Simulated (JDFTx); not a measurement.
Set up this calculation in JDFTx 1.7.0 (patched build), as the native input.

```yaml
Task: single point
Functional: PBEsol
Potentials_or_basis: PseudoDojo-SR-PBEsol-0.4.1-standard with smoothed tails
Cutoff: 1088 eV
Density_cutoff: 8708 eV
k_mesh: 7 × 7 × 5
Occupations: fermi-dirac, width 0.05 eV
Spin: no spin polarisation
Local_potential_set_to_-Z/r_beyond: 6 bohr
Bands: 32
Density_cutoff_over_wavefunction_cutoff: 8
Max_SCF_steps: 100
SCF_threshold_on_the_energy: 1e-09 Ha
Solver_of_the_electrons: scf
Further_solve_for_the_empty_bands: yes
```

Te:

```xyz
3
Lattice="4.4540 0.0000 0.0000 -2.2270 3.8573 0.0000 0.0000 0.0000 5.9240" Properties=species:S:1:pos:R:3 pbc="T T T"
Te    1.6279    2.8197    0.0000
Te   -0.5991    1.0376    3.9493
Te    1.1981    0.0000    1.9747
```

One way to write it, as run:

Te.in

```
lattice \
    8.4168401591    -4.2084200795     0.0000000000 \
    0.0000000000     7.2891973974     0.0000000000 \
    0.0000000000     0.0000000000    11.1947375623
coords-type Lattice
ion Te     0.7310000000     0.7310000000     0.0000000000 1
ion Te     0.0000000000     0.2690000000     0.6666666667 1
ion Te     0.2690000000     0.0000000000     0.3333333333 1

ion-species pseudo/Te.upf
elec-cutoff 40 320
elec-ex-corr gga-PBEsol
kpoint-folding 7 7 5
elec-smearing Fermi 0.0018374661
elec-n-bands 32
electronic-SCF nIterations 100 energyDiffThreshold 1e-09
electronic-minimize nIterations 30 energyDiffThreshold 1e-7
converge-empty-states yes
forces-output-coords Cartesian

dump-name run.$VAR
dump End Ecomponents EigStats BandEigs Kpoints Forces Stress ElecDensity Dtot KEdensity
```

Potentials or basis: PseudoDojo-SR-PBEsol-0.4.1-standard with smoothed tails.

Run with:

```bash
$ jdftx -c 1 -i Te.in -o Te.out
```

It gave:

| Property | Result |
| --- | --- |
| Pressure | -0.8 GPa |
| Largest force | 0.153 eV/Å |
| Band gap on the k mesh | 0.58 eV, indirect (least direct gap 0.76 eV) |

Caveat: spin-orbit coupling is left out, which moves the levels of the heavy elements; an odd mesh through Γ misses points on the zone boundary, where band edges often lie.

It took 7 min on 1 thread of Arm Neoverse V1, on a shared host, peak memory 0.46 GiB.
